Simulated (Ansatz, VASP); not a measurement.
Na in VASP and in Ansatz

```
Na
1.0
     3.19665   -1.85655    0.00000
     3.19665    1.85655    0.00000
    -2.17445    0.00000    9.36485
Na
3
Cartesian
  0.0000 0.0000 0.0000
  -0.0277 0.0000 6.2433
  4.2465 0.0000 3.1215
```

This isn't the form of Na at room conditions, which is bcc.

Alike in both runs: task single point; functional PBEsol; k mesh 7 × 7 × 3; occupations gaussian, width 0.05 eV; no spin polarisation.

|  | VASP | Ansatz |
| --- | --- | --- |
| version | VASP 6.6.1 | Ansatz 0.2.0 |
| potentials or method | VASP PAW PBE potentials, release 64 (Na_pv) | plane waves, PAW |
| plane-wave cutoff (eV) | 520 | 420 |
| valence electrons in the cell | 21 | 27 |

|  | VASP | Ansatz | Ansatz less VASP |
| --- | --- | --- | --- |
| gap on the k mesh at the Fermi level (eV) | none | none | - |
| pressure (GPa) | -0.2 | -0.2 | 0.00 |
| largest component of the traceless stress (GPa) | 0.17 | 0.16 | 0.000 |

A gap of «none» marks a metal or a gap that the smearing closes. The two sets of potentials don't hold the same shells in valence.

Caveats: the PAW data sets were made with another functional, which shifts forces and pressure a little (VASP).
